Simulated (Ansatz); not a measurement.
## An elastic constant from a strain scan in Al$_{3}$Ru$_{2}$

These are results of DFT PBEsol, scalar-relativistic, plane waves, PAW in Ansatz 0.2.0, not measurements. The runs took a 420 eV cutoff, a Γ-centred 22×22×22 mesh and Gaussian smearing (0.15 eV). No spin polarisation. Energies are free energies at this smearing, counted from the undisturbed cell; pressure is positive in compression.

The undisturbed cell (relaxed at this level; it needn't be the usual structure):

```xyz
5
Lattice="-1.5367 1.5367 7.1258 1.5367 -1.5367 7.1258 1.5367 1.5367 -7.1258" Properties=species:S:1:pos:R:3 pbc="T T T"
Al    0.0000    0.0000    0.0000
Al    0.0000    0.0000   11.4905
Al    0.0000    0.0000    2.7612
Ru    0.0000    0.0000    8.6316
Ru    0.0000    0.0000    5.6200
```

The cell is strained by ε times the Voigt pattern (1, -1, 0, 0, 0, 0) (xx, yy, zz, yz, xz, xy; engineering shear) with fractional coordinates fixed. The cell holds 5 atoms in V0 = 67.31 Å³. The stress column is τ = (1/V0) dE/dε, got from the stress tensor σ (compression positive) at each point as −det(1 + εP) σ : P(1 + εP)⁻¹, with P the pattern as a tensor.

```csv
ε,ΔE (meV/atom),τ (GPa)
-0.0875,132.011,-34.087
-0.0750,98.040,-30.333
-0.0625,68.556,-25.747
-0.0500,44.071,-20.841
-0.0375,24.842,-15.752
-0.0250,11.035,-10.524
-0.0125,2.754,-5.249
0.0000,0.000,0.000
0.0125,2.754,5.249
0.0250,11.035,10.524
0.0375,24.842,15.752
0.0500,44.071,20.841
0.0625,68.556,25.747
0.0750,98.040,30.333
0.0875,132.011,34.087
0.1000,?,?
```

Problem. Which combination of elastic constants does this scan measure, and how large is it?

Solution. For small ε, τ = τ0 + Kε with K = pᵀCp, which for this pattern is C11 + C22 − 2 C12 in the Cartesian frame shown. The parabola through τ at ε = -0.0125, 0 and 0.0125 has slope K = 420 GPa at zero. The energies per cell, E = NΔE, of the same two points give K = 2[E(ε₊)/ε₊ − E(ε₋)/ε₋]/[(ε₊ − ε₋)V0] = 420 GPa, in agreement. These are clamped-ion values.

Problem. Predict the withheld row at ε = 0.1000 from the harmonic law, and compare.

Solution. ΔE = V0(τ0 ε + Kε²/2)/N = 176.394 meV/atom and τ = 41.99 GPa. The calculation gives 168.773 meV/atom and 35.57 GPa: the energy lies 4 % below the harmonic value.

Forces appear on the atoms along this scan, and letting them relax would lower the energy and soften the response. In a metal these slopes depend on the k mesh and the smearing.